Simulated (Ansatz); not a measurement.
# How much does Ga in Cu(100), 2x2 scatter?, part 3 of 3

Aim: the resistance that Ga in Cu(100), 2x2 adds to the host.

Ansatz 0.2.0; Ansatz plane-wave DFT, PBE, PAW files; ballistic transport by layer matching (Landauer), zero bias; PAW set soft_1 (the session's first sound run).

So far, resistivity per at.% scaled from this dense plane, with the factor 3/4 for isotropic scattering (µΩ cm): step 3 (resistance at ideal sites) 2.09.

**5. Transmission after relaxation, relaxed yes**

The transmission is solved again on the relaxed atoms.

This step: Ansatz plane-wave DFT, PBE, PAW files; ballistic transport by layer matching (Landauer), zero bias; PAW set soft_1 (Ansatz 0.2.0).

Input file input.yaml:

```yaml
crystal:
  lattice:
    - [5.1123254594, 0.0, 0.0]
    - [0.0, 5.1123254594, 0.0]
    - [0.0, 0.0, 25.30472]
  atoms:
    - { symbol: Cu, position: [0.0, 0.0, 0.0357142857] }
    - { symbol: Cu, position: [0.0, 0.5, 0.0357142857] }
    - { symbol: Cu, position: [0.5, 0.0, 0.0357142857] }
    - { symbol: Cu, position: [0.5, 0.5, 0.0357142857] }
    - { symbol: Cu, position: [0.25, 0.25, 0.1071428571] }
    - { symbol: Cu, position: [0.25, 0.75, 0.1071428571] }
    - { symbol: Cu, position: [0.75, 0.25, 0.1071428571] }
    - { symbol: Cu, position: [0.75, 0.75, 0.1071428571] }
    - { symbol: Cu, position: [0.0, 0.0, 0.1785714286] }
    - { symbol: Cu, position: [0.0, 0.5, 0.1785714286] }
    - { symbol: Cu, position: [0.5, 0.0, 0.1785714286] }
    - { symbol: Cu, position: [0.5, 0.5, 0.1785714286] }
    - { symbol: Cu, position: [0.25, 0.25, 0.25] }
    - { symbol: Cu, position: [0.25, 0.75, 0.25] }
    - { symbol: Cu, position: [0.75, 0.25, 0.25] }
    - { symbol: Cu, position: [0.75, 0.75, 0.25] }
    - { symbol: Cu, position: [-2.64032e-05, -2.64032e-05, 0.3208863108] }
    - { symbol: Cu, position: [-2.64032e-05, 0.5000264032, 0.3208863108] }
    - { symbol: Cu, position: [0.5000264032, -2.64032e-05, 0.3208863108] }
    - { symbol: Cu, position: [0.5000264032, 0.5000264032, 0.3208863108] }
    - { symbol: Cu, position: [0.25, 0.25, 0.3914927353] }
    - { symbol: Cu, position: [0.25, 0.75, 0.3919877876] }
    - { symbol: Cu, position: [0.75, 0.25, 0.3919877876] }
    - { symbol: Cu, position: [0.75, 0.75, 0.3916782472] }
    - { symbol: Cu, position: [-0.0009835964, -0.0009835964, 0.4629298236] }
    - { symbol: Cu, position: [-0.0009835964, 0.5009835964, 0.4629298236] }
    - { symbol: Cu, position: [0.5009835964, -0.0009835964, 0.4629298236] }
    - { symbol: Cu, position: [0.5009835964, 0.5009835964, 0.4629298236] }
    - { symbol: Ga, position: [0.25, 0.25, 0.535451992] }
    - { symbol: Cu, position: [0.25, 0.75, 0.5354521295] }
    - { symbol: Cu, position: [0.75, 0.25, 0.5354521295] }
    - { symbol: Cu, position: [0.75, 0.75, 0.5354523901] }
    - { symbol: Cu, position: [-0.0009839974, -0.0009839974, 0.6079744443] }
    - { symbol: Cu, position: [-0.0009839974, 0.5009839974, 0.6079744443] }
    - { symbol: Cu, position: [0.5009839974, -0.0009839974, 0.6079744443] }
    - { symbol: Cu, position: [0.5009839974, 0.5009839974, 0.6079744443] }
    - { symbol: Cu, position: [0.25, 0.25, 0.6794136404] }
    - { symbol: Cu, position: [0.25, 0.75, 0.6789213642] }
    - { symbol: Cu, position: [0.75, 0.25, 0.6789213642] }
    - { symbol: Cu, position: [0.75, 0.75, 0.6792341039] }
    - { symbol: Cu, position: [0.0, 0.0, 0.75] }
    - { symbol: Cu, position: [0.0, 0.5, 0.75] }
    - { symbol: Cu, position: [0.5, 0.0, 0.75] }
    - { symbol: Cu, position: [0.5, 0.5, 0.75] }
    - { symbol: Cu, position: [0.25, 0.25, 0.8214285714] }
    - { symbol: Cu, position: [0.25, 0.75, 0.8214285714] }
    - { symbol: Cu, position: [0.75, 0.25, 0.8214285714] }
    - { symbol: Cu, position: [0.75, 0.75, 0.8214285714] }
    - { symbol: Cu, position: [0.0, 0.0, 0.8928571429] }
    - { symbol: Cu, position: [0.0, 0.5, 0.8928571429] }
    - { symbol: Cu, position: [0.5, 0.0, 0.8928571429] }
    - { symbol: Cu, position: [0.5, 0.5, 0.8928571429] }
    - { symbol: Cu, position: [0.25, 0.25, 0.9642857143] }
    - { symbol: Cu, position: [0.25, 0.75, 0.9642857143] }
    - { symbol: Cu, position: [0.75, 0.25, 0.9642857143] }
    - { symbol: Cu, position: [0.75, 0.75, 0.9642857143] }
kpoints:
  mp_grid: { grid: [4, 4, 1] }
hamiltonian:
  xc: pbe
  pseudopotentials: { kind: paw, azcp: { folder: soft_1 } }
scf:
  occupations: { method: fermi_dirac, width: 0.1 }
output:
  transmission: { leads: [[0, 4]], kmesh: [8, 8], e_range: [-0.05, 0.05], de: 0.05 }
  write_potential: true
  write_density: true
  volumetric_format: npy
```

The run is started by

```bash
ansatz run input.yaml --threads 4 --pin off --max-ram 15360MiB --backend cpu --events-out ev --progress --plain --runs-dir out
```

Numbers of over 12 decimals in the logs are rounded to 6 here.

The program printed:

```text
[...]
Crystal: 56 atoms, lattice volume = 661.361 Å³
Basis set: ecut = 420 eV, 12885 PW (Γ)
Bands: 635, of which v1, the nominal top of the filled ones, is band 529 counted from 1 (528 counted from 0)
Symmetry: 8 space group operations
[...]
k-points: 6 of 16
[...]
SCF iter   1: F=—  HF=-368222.136432 eV  |F-HF|=—  |Δ(HF+E_count)|=         —  Δρ=2.76e-1  dr2=5.20e2  ethr=3.10e-3  ⟨swp⟩=5.0  Hψ=11703  notcnv=0  defer=13
[...]
SCF iter  16: F=-368168.330972 eV  HF=-368168.330972 eV  |F-HF|=6.26e-8  |Δ(HF+E_count)|=   8.81e-8  Δρ=2.62e-6  dr2=6.79e-8  ethr=9.45e-12  ⟨swp⟩=8.2  Hψ=13716  notcnv=0
SCF 1 converged in 16 iterations: F = -368168.330972 eV  dr2 = 6.79e-8
[...]
transmission: 62 of 585 steps passed
transmission: 120 of 585 steps passed
[...]
transmission: 585 of 585 steps passed
SCF converged after 16 iterations
Free energy (F): -368168.330972 eV
[...]
Internal energy: -368167.564981 eV  (E = F + TS)
E sigma→0 (E₀):  -368167.947976 eV
Entropy (-TS):   -0.765990 eV (-13.678 meV/atom)
Fermi energy:    16.418509 eV
[...]
--- Band table (eV; the first three rows and the last of 6) ---
  k-point 0: bands = [... 525 lower, 15.8714, 15.8813, 15.9524, 15.9708, 15.9866, 15.9866, 16.0359, 16.0416, ... 102 higher]
  k-point 1: bands = [... 525 lower, 16.2376, 16.2900, 16.2965, 16.3418, 16.3630, 16.4751, 16.4752, 16.5483, ... 102 higher]
  k-point 2: bands = [... 525 lower, 16.6972, 16.7347, 16.7373, 16.7681, 16.8117, 16.8226, 16.8272, 16.8367, ... 102 higher]
  k-point 5: bands = [... 525 lower, 15.6021, 15.6021, 15.6258, 16.4310, 16.5117, 16.5421, 16.5421, 16.5723, ... 102 higher]
--- Transmission ---
  basis      : 225 plane waves across, 39 finite elements along
  points     : 15, standing for a mesh of 8 x 8
[...]
channels       : 3.703125e0 a spin
[...]
junction   : crystal 0 to crystal 0, 1.11 to 24.61 Å
    transmission   : 3.278909e0 a spin
[...]
```

The job ended after 9 min (4 threads of Arm Neoverse N1, shared host; peak memory 6.5 GiB).

This step gave:

| Property | Result |
| --- | --- |
| energy at zero smearing | -368167.9480 eV |
| transmission per spin nearest the Fermi level | 3.279 |
| open channels per spin nearest the Fermi level | 3.703 |

Per spin. Table of transmission, zone mean by energy, zero at the Fermi level:

```tsv
energy (eV)	transmission, zone mean
-0.0500	3.26
0.0000	3.28
0.0500	3.27
```

Transmission over k1 and k2. At 0.0000 eV from the Fermi level.

Values, 8 rows by 8 columns:
```
3.91 3.92 3.92 3.83 2.47 3.83 3.92 3.92
3.92 3.92 3.91 3.60 2.23 3.60 3.91 3.92
3.85 3.83 3.60 1.93 1.41 1.93 3.60 3.83
1.98 2.47 2.23 1.41 0.96 1.41 2.23 2.47
3.85 3.83 3.60 1.93 1.41 1.93 3.60 3.83
3.92 3.92 3.91 3.60 2.23 3.60 3.91 3.92
3.91 3.92 3.92 3.83 2.47 3.83 3.92 3.92
3.90 3.91 3.92 3.85 1.98 3.85 3.92 3.91
```
Columns: k1 (b1) from -0.5 to 0.375; rows upwards: k2 (b2) from -0.5 to 0.375.

Over the solved energies the transmission per spin lies between 3.26 and 3.28, out of 3.70 channels of the lead on average (up to 3.70).

**6. Resistance after relaxation**

This step: Ansatz plane-wave DFT, PBE, PAW files; ballistic transport by layer matching (Landauer), zero bias; area resistance of the defect plane and resistivity an atomic per cent; PAW set soft_1 (Ansatz 0.2.0).

This step gave:

```yaml
area_resistance: 0.1203 fΩ m²
t_over_the_leads_mean_channel_count: 0.8833
resistivity_per_at_scaled_from_this_dense_plane_with_the_factor_3_over_4_for_isotropic_scattering: 1.997 µΩ cm
```

Averaged over the energies near the Fermi level, 88.3 % of the channels pass, which makes 0.120 fΩ m², against 0.126 on ideal sites.

**7. What came out**

| Property | Result |
| --- | --- |
| share of channels that pass, rigid | 0.881 |
| area resistance, rigid | 0.126 fΩ m² |
| resistivity per at.% from the area resistance, times 3/4, rigid | 2.09 µΩ cm |
| share of channels that pass, relaxed | 0.883 |
| area resistance, relaxed | 0.120 fΩ m² |
| resistivity per at.% from the area resistance, times 3/4, relaxed | 2.00 µΩ cm |

**Reading.** The plane of defects adds 0.12 fΩ m². Scaled to one atomic per cent that is 2.7 µΩ cm as it stands and 2.0 with the factor 3/4 for isotropic scattering on a spherical Fermi surface. These are rough estimates of the dilute value, not bounds. One Ga in each 2x2 cell reflects 12 % of the lead's channels. The relaxed cell differs by -4.6 % in resistance; between the two runs the lead's own channel count goes from 3.62 to 3.70, so sampling may have a part in it. The defects form a dense periodic sheet that scatters coherently, unlike a dilute random alloy. T and N are means over the solved energies nearest the Fermi level.

[Logs are printed without paths, hosts, clocks, repeated set-up lines and the standing remarks that a program may print on its own settings, such as how far it seeks lower states.]

[Hosts, paths, dates, database ids (printed as entryN), source tags and the programs' standing remarks are cut or masked in the printed files.]
